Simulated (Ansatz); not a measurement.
Write the native input for Ansatz 0.2.0 that does the following.

```
Task                : band structure
Functional          : PBE
Dispersion          : D4
Potentials or basis : all-electron LAPW, scalar-relativistic
Cutoff              : 355 eV (chosen from the basis error)
Basis error allowed : 0.001 eV/atom
k mesh              : 8 × 8 × 8
Occupations         : fermi-dirac, width 0.025 eV
Spin                : non-collinear spin, ferromagnetic start
Starting moments    : [[0.354, 0.354, 0.0], [0.0, 0.0, 0.0]] μB
```

Crystal: TaN.

```xyz
2
Lattice="0.0000 2.2113 2.2113 2.2113 0.0000 2.2113 2.2113 2.2113 0.0000" Properties=species:S:1:pos:R:3 pbc="T T T"
Ta    2.2113    2.2113    2.2113
N     0.0000    0.0000    0.0000
```

The cell comes from a database or a generator and needn't be the stable form of this composition.

These files were run (other wordings do the same):

input.yaml

```yaml
crystal:
  lattice:
    - [0.0, 2.211323, 2.211323]
    - [2.211323, 0.0, 2.211323]
    - [2.211323, 2.211323, 0.0]
  atoms:
    - { symbol: Ta, position_ang: [2.211323, 2.211323, 2.211323], spin: 0.501, spin_axis: [0.707107, 0.707107, 0.0] }
    - { symbol: "N", position_ang: [0.0, 0.0, 0.0] }
kpoints:
  mp_grid: { grid: [8, 8, 8] }
  band_path:
    path:
      - [0.0, 0.0, 0.0]
      - [0.5, 0.0, 0.5]
      - [0.5, 0.25, 0.75]
      - [0.375, 0.375, 0.75]
      - [0.0, 0.0, 0.0]
      - [0.5, 0.5, 0.5]
      - [0.625, 0.25, 0.625]
      - [0.5, 0.25, 0.75]
    npoints: 10
scf:
  occupations: { method: fermi_dirac, width: 0.025 }
hamiltonian:
  xc: pbe
  dispersion: d4
  pseudopotentials: { kind: all_electron, lapw: { basis_error: 0.001 } }
magnetization:
  noncollinear: true
output:
  forces: true
  stress: true
  eigenvalues: true
```

Potentials or basis: all-electron LAPW, scalar-relativistic.

Run with:

```sh
$ ansatz run input.yaml --threads 1 --pin off --max-ram 3072MiB --backend cpu --events-out ev --progress --plain --runs-dir out
```

It gave:

```
Pressure                : -6.0 GPa
Band gap along the path : none (metal or under the smearing width)
Net moment              : 0.00 μB per cell
Absolute moment         : 0.00 μB per cell
```

Caveat: the k mesh is thin for a metal, which can move the energy by tens of meV per atom; spin-orbit coupling is left out, which moves the levels of the heavy elements; pairwise dispersion overbinds metals, which lowers pressure and volume; the starting moments weren't kept.

Run time: 76 s on 1 thread of Intel(R) Xeon(R) Platinum 8375C CPU @ 2.90GHz (Ice Lake) (shared host), peak memory 0.56 GiB.
